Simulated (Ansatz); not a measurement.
Notes on Y

```
Y
1.0
     2.99955    0.00000    0.00000
     1.49977   -3.08351    0.00000
     0.00000    0.00000   -5.20040
Y
2
Direct
  0.10500 0.79000 0.75000
  0.89500 0.21000 0.25000
```

Method: PBE, no spin polarisation; PAW, plane waves to 420 eV, 12×12×7 Γ-centred mesh, fermi-dirac occupations (width 0.1 eV) (Ansatz 0.2.0), atoms fixed.

- Contacts: Y–Y at 2.90 Å: least valence density 0.16 e/Å³ and ELF 0.06 there. Both are smooth PAW fields, read partly inside the augmentation spheres.
- Stress: The pressure is 17.7 GPa (compression positive), so with the atoms held at these fractions the cell would first expand. The principal stresses 12.7, 19.2, 21.1 GPa differ, so its shape would change too.
- Forces: The largest is on Y1 (and as large on other atoms): 0.67 eV/Å, components (0.00, 0.67, 0.00). It makes 116° with the line to a nearest neighbour, Y2 at 2.90 Å.
- Electronic structure: It is a metal, with about 2.8 states/eV a cell as the mean within 0.25 eV of the Fermi level, mostly Y d (92 %).

Origin: a known structure type with other elements, at an estimated volume, so it need not be a known compound. Caveats: many states at the Fermi level without spin polarisation, so a magnetic state may lie lower; atoms or cell far from equilibrium.
